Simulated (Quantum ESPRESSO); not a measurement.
Rh:

```xyz
1
Lattice="0.0000 1.8979 1.8979 1.8979 0.0000 1.8979 1.8979 1.8979 0.0000" Properties=species:S:1:pos:R:3 pbc="T T T"
Rh    0.0000    0.0000    0.0000
```

Base run:

```yaml
Program: Quantum ESPRESSO 7.5
Functional: PBE
Potentials_or_basis: PseudoDojo 0.4 FR PBE standard
Cutoff: 1197 eV
Density_cutoff: 4789 eV
k_mesh: 12 × 12 × 12
Occupations: fermi-dirac, width 0.05 eV
Spin: non-collinear spin, ferromagnetic start, spin-orbit coupling
Starting_moments: "[[0.6, 0.0, 0.0]] μB"
```

Its results: band gap on the k mesh none (metal or under the smearing width); pressure 8.3 GPa.

**Question.** The run is repeated on the same cell with these changes: k mesh from 12 × 12 × 12 to 4 × 4 × 4; spin from non-collinear spin, ferromagnetic start, spin-orbit coupling to spin-orbit coupling, no magnetisation. What comes out?

**Answer.** Band gap on the k mesh none (metal or under the smearing width); pressure 1.3 GPa.

Several settings changed at once, so the effect can't be laid on one alone.

Caveats: some runs use coarse meshes; non-collinear GGA energies in this program can be off by tens of meV an atom and hang on the start (some runs).
